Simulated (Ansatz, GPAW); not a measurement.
Given: the input of a run of Ansatz 0.2.0 on Rh (Rhodium). 

input.yaml

```yaml
crystal:
  lattice:
    - [0.0, 1.89785, 1.89785]
    - [1.89785, 0.0, 1.89785]
    - [1.89785, 1.89785, 0.0]
  atoms:
    - { symbol: Rh, position: [0.0, 0.0, 0.0] }
kpoints:
  mp_grid: { grid: [12, 12, 12] }
scf:
  occupations: { method: gaussian, width: 0.021 }
hamiltonian:
  xc: pbe
  pseudopotentials: { kind: all_electron, lapw: { basis_error: 0.001 } }
output:
  forces: true
  stress: true
  eigenvalues: true
```

Potentials or basis: all-electron LAPW, scalar-relativistic.

Launch:

```console
$ ansatz run input.yaml --threads 1 --pin off --max-ram 3072MiB --backend cpu --events-out ev --progress --plain --runs-dir out
```

Q: Translate it to GPAW 26.7.0 (ASE script). Potentials or basis there: GPAW PAW data sets (gpaw-data 1.2.1), cutoff 600 eV.

A: As run (cutoffs and basis follow the program's own potentials, and thresholds, step limits or extra output files can differ):

File run.py:

```python
from ase.dft.bandgap import bandgap
from ase.io import read, write
from ase.units import GPa
from gpaw import GPAW, PW

atoms = read('Rh.xyz')

calc = GPAW(mode=PW(600),
            xc='PBE',
            kpts={'size': (12, 12, 12), 'gamma': True},
            occupations={'name': 'methfessel-paxton', 'order': 0, 'width': 0.020999999999999998},
            nbands=16,
            convergence={'density': 1e-05, 'energy': 1e-05},
            maxiter=150,
            txt='gpaw.txt')
atoms.calc = calc
energy = atoms.get_potential_energy()
forces = atoms.get_forces()
stress = atoms.get_stress()
calc.write('gs.gpw')
write('result.traj', atoms)
print(f'Energy: {energy:.6f} eV')
print('Forces (eV/A):')
print(forces.round(4))
print('Stress (GPa):', (stress / GPa).round(3))
print('Fermi level:', round(calc.get_fermi_level(), 4), 'eV')
print(f'Gap: {bandgap(calc)[0]:.4f} eV, direct: {bandgap(calc, direct=True)[0]:.4f} eV')
```

The input Rh.xyz:

```xyz
1
Lattice="0.0000000000 1.8978500000 1.8978500000 1.8978500000 0.0000000000 1.8978500000 1.8978500000 1.8978500000 0.0000000000" Properties=species:S:1:pos:R:3 pbc="T T T"
Rh     0.0000000000      0.0000000000      0.0000000000
```

Potentials or basis: GPAW PAW data sets (gpaw-data 1.2.1), pw.

The run is started by

```bash
$ OMP_NUM_THREADS=1 python run.py
```

Both were run:

|  | Ansatz | GPAW |
| --- | --- | --- |
| Pressure | 7.2 GPa | 9.2 GPa |

Where Ansatz's input types no cutoff or centring, it takes its own default and a Γ-centred mesh.

The two runs disagree by more than potentials and bases usually give (in gap, levels, pressure or energy); the cause wasn't traced.

Pressure is positive in compression.
